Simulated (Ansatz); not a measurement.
# CoSi2 (Fm-3m) in Ansatz: notebook

The runs below take CoSi2 through single point, equation of state, with PBEsol.

Program: Ansatz 0.2.0. These are calculated values, not measurements. Logs are shortened: lines on timing, memory, paths and dates and some standing lists are left out, and cuts for length are marked.

## 1. The crystal as given

It takes space group Fm-3m (No. 225, cubic). Conventional cell: a = 5.356 Å, b = 5.356 Å, c = 5.356 Å, α = 90.00°, β = 90.00°, γ = 90.00°. Co (site symmetry m-3m) has 8 Si at 2.32 Å as nearest neighbours. Si (site symmetry -43m) is surrounded by 4 Co at 2.32 Å.

## 2. Single point, PBEsol, collinear spin, ferromagnetic start, 12.04 Å³/atom (volume scaled by 0.94)

input.yaml reads:

```yaml
crystal:
  lattice:
    - [0.0, 2.6233315991, 2.6233315991]
    - [2.6233315991, 0.0, 2.6233315991]
    - [2.6233315991, 2.6233315991, 0.0]
  atoms:
    - { symbol: Co, position: [0.0, 0.0, 0.0], spin: 2.0 }
    - { symbol: Si, position: [0.75, 0.75, 0.75] }
    - { symbol: Si, position: [0.25, 0.25, 0.25] }
hamiltonian:
  xc: pbesol
  pseudopotentials: { kind: paw }
magnetization:
  spin_polarized: true
kpoints:
  mp_grid: { grid: [9, 9, 9] }
scf:
  occupations: { method: fermi_dirac, width: 0.05 }
output:
  forces: true
  stress: true
  eigenvalues: true
  write_density: true
  write_potential: true
  elf: true
  volumetric_format: npy
```

Potentials or basis: Ansatz PAW.

Launch:

```
ansatz run input.yaml --threads 2 --pin off --max-ram 5632MiB --backend cpu --events-out ev --progress --plain --runs-dir out
```

Log:

```text
Warning: RAYON_NUM_THREADS=2 ignored (pool sized by the plan → 2); use --threads N
Engine: ansatz 0.2.0, aarch64-unknown-linux-gnu
Pseudopotentials: kind: paw
Pseudopotential: Co, paw, valence charge 17, recommended cutoff 420 eV (normal), Co.paw.azcp
Pseudopotential: Si, paw, valence charge 4, recommended cutoff 420 eV (normal), Si.paw.azcp
Functional definition: PBEsol
  exchange = pbesol_x
  correlation = pbesol_c
Crystal: 3 atoms, lattice volume = 36.107 Å³
Basis set: ecut = 420 eV, 725 PW (Γ), exchange–correlation on 50×50×50 points (8 copies of the dense FFT grid, shifted against one another)
Bands: 18, of which v1, the nominal top of the filled ones, is band 13 counted from 1 (12 counted from 0)
Symmetry: 48 space group operations
Space group: Fm-3m (ITA 225), of the structure as read, at distance tolerance 3.3e-5 Å
Magnetic group: BNS 225.116 (UNI 1618), of the structure as read, at distance tolerance 3.3e-5 Å
k-points: 35 of 729
Non-local potential: Co, projectors of the file, l = 0: 3, l = 1: 2, l = 2: 3, l = 3: 1
Non-local potential: Si, projectors of the file, l = 0: 2, l = 1: 2, l = 2: 2
PAW form: soft (Blöchl's): semilocal exchange-correlation on the pseudo side does not see the compensation charge
PAW frozen core: Co, regenerated for the run's functional, and the local potential with it (the file was generated under x = pbe(κ = 0.804, μ = 0.2195149727645171), c = pbe(β = 0.06672455060314922))
PAW frozen core: Si, regenerated for the run's functional, and the local potential with it (the file was generated under x = pbe(κ = 0.804, μ = 0.2195149727645171), c = pbe(β = 0.06672455060314922))
PAW one-centre angular grid: Co, 590 points (default); XC on 64 Gauss nodes
PAW one-centre angular grid: Si, 110 points (default); XC on 64 Gauss nodes
Initial density: superposition of atomic densities (chi_scale 0.1, normalization cell)
Starting moments: Σ|m| = 2 μB on 1 of 3 sites
Initial wavefunctions: pseudopotential atomic-orbital guess
Functional: x = pbesol(κ = 0.804, μ = 0.12345679012345678), c = pbesol(β = 0.046)
[... 11 lines left out ...]
SCF iter   9: F=—  HF=-6337.687020 eV  |F-HF|=—  |Δ(HF+E_count)|=   1.62e-6  Δρ=4.90e-5 (↑4.90e-5 ↓4.74e-5)  dr2=3.80e-6  dr2_m=4.56e-9  M=-0.000 μB ∫|m|=0.000 μB  β_m=0.99  ethr=9.31e-8  ⟨swp⟩=2.4  Hψ=1817  notcnv=0  defer=82
SCF iter  10: F=—  HF=-6337.687020 eV  |F-HF|=—  |Δ(HF+E_count)|=   2.05e-7  Δρ=1.05e-5 (↑1.02e-5 ↓1.05e-5)  dr2=1.38e-7  dr2_m=1.09e-10  M=0.000 μB ∫|m|=0.000 μB  β_m=1.00  ethr=1.52e-8  ⟨swp⟩=1.8  Hψ=1620  notcnv=0  defer=82
SCF iter  11: F=—  HF=-6337.687020 eV  |F-HF|=—  |Δ(HF+E_count)|=   1.01e-8  Δρ=4.90e-6 (↑4.90e-6 ↓4.24e-6)  dr2=2.30e-8  dr2_m=3.73e-11  M=0.000 μB ∫|m|=0.000 μB  β_m=1.00  ethr=4.00e-10  ⟨swp⟩=11.2  Hψ=8459  notcnv=0
SCF iter  12: F=-6337.687020 eV  HF=-6337.687020 eV  |F-HF|=1.64e-9  |Δ(HF+E_count)|=   2.05e-9  Δρ=1.32e-6 (↑1.32e-6 ↓1.26e-6)  dr2=1.82e-9  dr2_m=6.66e-13  M=0.000 μB ∫|m|=0.000 μB  ethr=9.19e-11  ⟨swp⟩=6.4  Hψ=5363  notcnv=0
SCF 1 converged in 12 iterations: F = -6337.687020 eV  dr2 = 1.82e-9
WARN: the starting moments were not kept: the SCF closed with an absolute magnetisation of 3.2e-7 μB, where they sum to 2 μB in size (1 site). That is at most 0.1 of that sum. Measured as dr2_m measures the in/out step, that magnetisation stands 7.5e-14 eV from none, at or under the dr2_threshold of 1.0e-7 eV: it is no larger than a step whose dr2_m would equal this threshold. The system may hold no moment; this SCF shows only that its start led to no more than that. To try another start: raise the starting moments (crystal.atoms[].spin, magnetization.per_species, magnetization.initial_magnetization, or on a non-collinear deck that types none of these the spinor_matrix: blocks that start its atoms; where the total moment is fixed, keep their sum and leave initial_magnetization as it is; typed ones take the place of any that the run laid by itself, positive ones on a crystal's lanthanoids without a Hubbard term where scf.initial_density.shell_occupations: [] is typed) or, if the notice of its spin-set hold's release reads "site moments contracting" or "site moments show no strong build", lengthen the hold (scf.mixing.spin_hold: { on: { confirm: 4 } }; for m-r²SCAN on two components see the key's manual first). Each may lead to a state that holds a moment. A second SCF, from the converged charge density, with the starting moments and any scf.initial_density.shell_occupations laid on it anew, would have followed, and was not run: the deck does not ask for one (magnetization.retry_lost_moments is false, the default). To let it run, set magnetization.retry_lost_moments: true and run the deck again, where that key's refused combinations let it; where memory then withholds it, that run's warning says so.
SCF converged after 12 iterations
Magnetization: 0.0000 μB (12.5000 up, 12.5000 down)
Absolute magnetization: 0.0000 μB (∫|ρ↑−ρ↓|, with the PAW one-centre terms)
Spin contamination: 0.0000 ħ² per cell (⟨S²⟩ above its minimum at these occupations)
Per-site moments (μB) at R_I (Å): [(1.422176516641223e-7, 0.9371471205405602), (5.145395129201552e-9, 0.9371471205405602), (5.1453952037552595e-9, 0.9371471205405602)]
Free energy (F): -6337.687020 eV
Harris-Foulkes:  -6337.687020 eV  (|F-HF|=1.64e-9)
Internal energy: -6337.676885 eV  (E = F + TS)
E sigma→0 (E₀):  -6337.681952 eV
Entropy (-TS):   -0.010134 eV (-3.378 meV/atom)
Fermi energy:    13.766514 eV
--- Per-component energies (eV) ---
  E_band       = -263.897801
  E_kinetic    = 553.074885
  E_local      = -4026.955904  (includes V_loc(G=0)·N_el)
  E_nonlocal   = 504.512102
  E_hartree    = 1754.859653
  E_xc         = -274.113640
  E_vxc        = -307.558314  (∫ρ·V_xc dr)
  E_paw        = -2482.503574  (= ΣΔE_a)
  E_vpaw       = -496.693545  (= ΣTr[D̂ρ^β])
  E_aug_tail   = 0.000130  (compensation charges beyond the density's cutoff)
  E_ewald      = -2366.802078
  E_core_change = 0.251541  (= ΣΔE_core)
  E_smearing   = -0.010134  (= −TS)
  E_closure    = 0.000000  (closes the sum)
  Σ components = -6337.687020   (vs F -6337.687020, Δ=0.00e0)
--- Forces (eV/Å), atoms counted from 1 ---
  atom   1  Co    -0.00000000    -0.00000000    -0.00000000
  atom   2  Si     0.00000000    -0.00000000     0.00000000
  atom   3  Si     0.00000000     0.00000000    -0.00000000
  max |Σ_I F_I| component: 5.55e-17 eV/Å
--- Stress (GPa, compression-positive) ---
        7.946224       0.000000      -0.000000
        0.000000       7.946224       0.000000
       -0.000000      -0.000000       7.946224
  P = ⅓ Tr σ = 7.9462 GPa (79.462 kbar)
--- Band table (eV; the first three rows and the last of 70) ---
  k-point 0 ↑: bands = ["-80.7376", "-44.2051", "-44.2051", "-44.2051", "0.1877", "9.4328", "9.4328", "9.4328", "11.6882", "11.6882", "15.2101", "17.2291", "17.2291", "17.2291", "17.5093", "17.5093", "17.5093", "19.7301"]
  k-point 1 ↑: bands = ["-80.7376", "-44.2055", "-44.2051", "-44.2051", "0.3845", "9.0120", "9.5021", "9.5021", "11.6301", "11.6301", "14.8547", "15.8754", "16.3365", "16.3365", "18.4458", "18.4458", "19.1855", "19.1855"]
  k-point 2 ↑: bands = ["-80.7376", "-44.2065", "-44.2053", "-44.2053", "0.9679", "7.9097", "9.6745", "9.6745", "11.5426", "11.5426", "13.2058", "15.3167", "15.3167", "16.3814", "18.0938", "18.0938", "18.8085", "20.2129"]
  k-point 34 ↓: bands = ["-80.7376", "-44.2076", "-44.2072", "-44.2062", "4.8937", "5.7516", "7.6341", "7.7871", "11.1004", "11.3635", "11.7865", "12.2545", "13.0757", "17.3188", "17.9381", "19.4973", "21.2684", "23.4249"]
```

It took 3 s on 2 threads of Arm Neoverse V2, shared host; peak memory 0.34 GiB.

What came out:

- Free energy: -6337.6870 eV
- Pressure: 7.9 GPa
- Band gap on the k mesh: none (metal or under the smearing width)
- Net moment: 0.00 μB per cell
- Absolute moment: 0.00 μB per cell

Caveat: the starting moments collapsed, and a magnetic state may lie lower; the PAW data sets come from PBE, with cores solved anew for the run's functional, which leaves a small shift of forces and pressure; the starting moments weren't kept.

## 3. Single point, PBEsol, collinear spin, ferromagnetic start, 12.29 Å³/atom (volume scaled by 0.96)

input.yaml: that of step 2 with these lines changed.

```diff
@@ -2,5 +2,5 @@
   lattice:
-    - [0.0, 2.6233315991, 2.6233315991]
-    - [2.6233315991, 0.0, 2.6233315991]
-    - [2.6233315991, 2.6233315991, 0.0]
+    - [0.0, 2.641806374, 2.641806374]
+    - [2.641806374, 0.0, 2.641806374]
+    - [2.641806374, 2.641806374, 0.0]
   atoms:
@@ -22,5 +22 @@
   eigenvalues: true
-  write_density: true
-  write_potential: true
-  elf: true
-  volumetric_format: npy
```

Potentials or basis: Ansatz PAW.

Launch:

```
ansatz run input.yaml --threads 2 --pin off --max-ram 5632MiB --backend cpu --events-out ev --progress --plain --runs-dir out
```

Run time: 2.4 s. Hardware: 2 threads of Arm Neoverse V2, shared host; peak memory 0.33 GiB.

It converged, with:

```yaml
Free_energy: -6337.7139 eV
Pressure: 3.3 GPa
Band_gap_on_the_k_mesh: none (metal or under the smearing width)
Net_moment: 0.00 μB per cell
Absolute_moment: 0.00 μB per cell
```

Caveat: the starting moments collapsed, and a magnetic state may lie lower; the PAW data sets come from PBE, with cores solved anew for the run's functional, which leaves a small shift of forces and pressure; the starting moments weren't kept.

## 4. Single point, PBEsol, collinear spin, ferromagnetic start, 12.55 Å³/atom (volume scaled by 0.98)

input.yaml: that of step 3 with these lines changed.

```diff
@@ -2,5 +2,5 @@
   lattice:
-    - [0.0, 2.641806374, 2.641806374]
-    - [2.641806374, 0.0, 2.641806374]
-    - [2.641806374, 2.641806374, 0.0]
+    - [0.0, 2.6600263041, 2.6600263041]
+    - [2.6600263041, 0.0, 2.6600263041]
+    - [2.6600263041, 2.6600263041, 0.0]
   atoms:
```

Launch:

```
ansatz run input.yaml --threads 2 --pin off --max-ram 5632MiB --backend cpu --events-out ev --progress --plain --runs-dir out
```

Run time: 2.4 s. Hardware: 2 threads of Arm Neoverse V2, shared host; peak memory 0.32 GiB.

The run converged. Its results:

- Free energy: -6337.7198 eV
- Pressure: -0.8 GPa
- Band gap on the k mesh: none (metal or under the smearing width)
- Net moment: 0.00 μB per cell
- Absolute moment: 0.00 μB per cell

Caveat: the starting moments collapsed, and a magnetic state may lie lower; the PAW data sets come from PBE, with cores solved anew for the run's functional, which leaves a small shift of forces and pressure; the starting moments weren't kept.

## 5. Single point, PBEsol, collinear spin, ferromagnetic start, 12.80 Å³/atom

input.yaml: that of step 4 with these lines changed.

```diff
@@ -2,5 +2,5 @@
   lattice:
-    - [0.0, 2.6600263041, 2.6600263041]
-    - [2.6600263041, 0.0, 2.6600263041]
-    - [2.6600263041, 2.6600263041, 0.0]
+    - [0.0, 2.678, 2.678]
+    - [2.678, 0.0, 2.678]
+    - [2.678, 2.678, 0.0]
   atoms:
@@ -22 +22,5 @@
   eigenvalues: true
+  write_density: true
+  write_potential: true
+  elf: true
+  volumetric_format: npy
```

Launch:

```
ansatz run input.yaml --threads 2 --pin off --max-ram 5632MiB --backend cpu --events-out ev --progress --plain --runs-dir out
```

It took 2.6 s on 2 threads of Arm Neoverse V2, shared host; peak memory 0.33 GiB.

Results (log left out):

* Free energy: -6337.7072 eV
* Pressure: -4.4 GPa
* Band gap on the k mesh: none (metal or under the smearing width)
* Net moment: 0.00 μB per cell
* Absolute moment: 0.00 μB per cell

Caveat: the starting moments collapsed, and a magnetic state may lie lower; the PAW data sets come from PBE, with cores solved anew for the run's functional, which leaves a small shift of forces and pressure; the starting moments weren't kept.

## 6. Single point, PBEsol, collinear spin, ferromagnetic start, 13.06 Å³/atom (volume scaled by 1.02)

input.yaml: that of step 5 with these lines changed.

```diff
@@ -2,5 +2,5 @@
   lattice:
-    - [0.0, 2.678, 2.678]
-    - [2.678, 0.0, 2.678]
-    - [2.678, 2.678, 0.0]
+    - [0.0, 2.6957356162, 2.6957356162]
+    - [2.6957356162, 0.0, 2.6957356162]
+    - [2.6957356162, 2.6957356162, 0.0]
   atoms:
@@ -22,5 +22 @@
   eigenvalues: true
-  write_density: true
-  write_potential: true
-  elf: true
-  volumetric_format: npy
```

Potentials or basis: Ansatz PAW.

Launch:

```
ansatz run input.yaml --threads 2 --pin off --max-ram 5632MiB --backend cpu --events-out ev --progress --plain --runs-dir out
```

Run time: 2.2 s. Hardware: 2 threads of Arm Neoverse V2, shared host; peak memory 0.33 GiB.

The run converged. Its results:

| Quantity | Value |
| --- | --- |
| Free energy | -6337.6778 eV |
| Pressure | -7.7 GPa |
| Band gap on the k mesh | none (metal or under the smearing width) |
| Net moment | 0.00 μB per cell |
| Absolute moment | 0.00 μB per cell |

Caveat: the starting moments collapsed, and a magnetic state may lie lower; the PAW data sets come from PBE, with cores solved anew for the run's functional, which leaves a small shift of forces and pressure; the starting moments weren't kept.

## 7. Single point, PBEsol, collinear spin, ferromagnetic start, 13.32 Å³/atom (volume scaled by 1.04)

input.yaml: that of step 6 with these lines changed.

```diff
@@ -2,5 +2,5 @@
   lattice:
-    - [0.0, 2.6957356162, 2.6957356162]
-    - [2.6957356162, 0.0, 2.6957356162]
-    - [2.6957356162, 2.6957356162, 0.0]
+    - [0.0, 2.7132408834, 2.7132408834]
+    - [2.7132408834, 0.0, 2.7132408834]
+    - [2.7132408834, 2.7132408834, 0.0]
   atoms:
@@ -22 +22,5 @@
   eigenvalues: true
+  write_density: true
+  write_potential: true
+  elf: true
+  volumetric_format: npy
```

Launch:

```
ansatz run input.yaml --threads 2 --pin off --max-ram 5632MiB --backend cpu --events-out ev --progress --plain --runs-dir out
```

Run time: 2.7 s. Hardware: 2 threads of Arm Neoverse V2, shared host; peak memory 0.34 GiB.

The run converged. Its results:

```
Free energy            : -6337.6336 eV
Pressure               : -10.7 GPa
Band gap on the k mesh : none (metal or under the smearing width)
Net moment             : 0.00 μB per cell
Absolute moment        : 0.00 μB per cell
```

Caveat: the starting moments collapsed, and a magnetic state may lie lower; the PAW data sets come from PBE, with cores solved anew for the run's functional, which leaves a small shift of forces and pressure; the starting moments weren't kept.

## 8. Single point, PBEsol, collinear spin, ferromagnetic start, 13.57 Å³/atom (volume scaled by 1.06)

input.yaml: that of step 7 with these lines changed.

```diff
@@ -2,5 +2,5 @@
   lattice:
-    - [0.0, 2.7132408834, 2.7132408834]
-    - [2.7132408834, 0.0, 2.7132408834]
-    - [2.7132408834, 2.7132408834, 0.0]
+    - [0.0, 2.7305231384, 2.7305231384]
+    - [2.7305231384, 0.0, 2.7305231384]
+    - [2.7305231384, 2.7305231384, 0.0]
   atoms:
@@ -22,5 +22 @@
   eigenvalues: true
-  write_density: true
-  write_potential: true
-  elf: true
-  volumetric_format: npy
```

Launch:

```
ansatz run input.yaml --threads 2 --pin off --max-ram 5632MiB --backend cpu --events-out ev --progress --plain --runs-dir out
```

Wall time 2.5 s (2 threads of Arm Neoverse V2, shared host); peak memory 0.33 GiB.

It converged, with:

```yaml
Free_energy: -6337.5762 eV
Pressure: -13.3 GPa
Band_gap_on_the_k_mesh: none (metal or under the smearing width)
Net_moment: 0.00 μB per cell
Absolute_moment: 0.00 μB per cell
```

Caveat: the starting moments collapsed, and a magnetic state may lie lower; the PAW data sets come from PBE, with cores solved anew for the run's functional, which leaves a small shift of forces and pressure; the starting moments weren't kept.

## 9. Equation of state, PBEsol, collinear spin, ferromagnetic start

Potentials or basis: Ansatz PAW.

No new run: the results of the series are fitted here.

Results:

| Item | Value |
| --- | --- |
| Equilibrium volume | 12.50 Å³/atom |
| Bulk modulus | 194 GPa |
| Pressure derivative of the bulk modulus | 4.5 |

Energy against volume, from the lowest point:
```csv
volume (Å³/atom),energy (meV/atom)
12.036,10.94
12.292,1.98
12.548,0.00
12.804,4.22
13.060,14.00
13.316,28.73
13.572,47.89
```
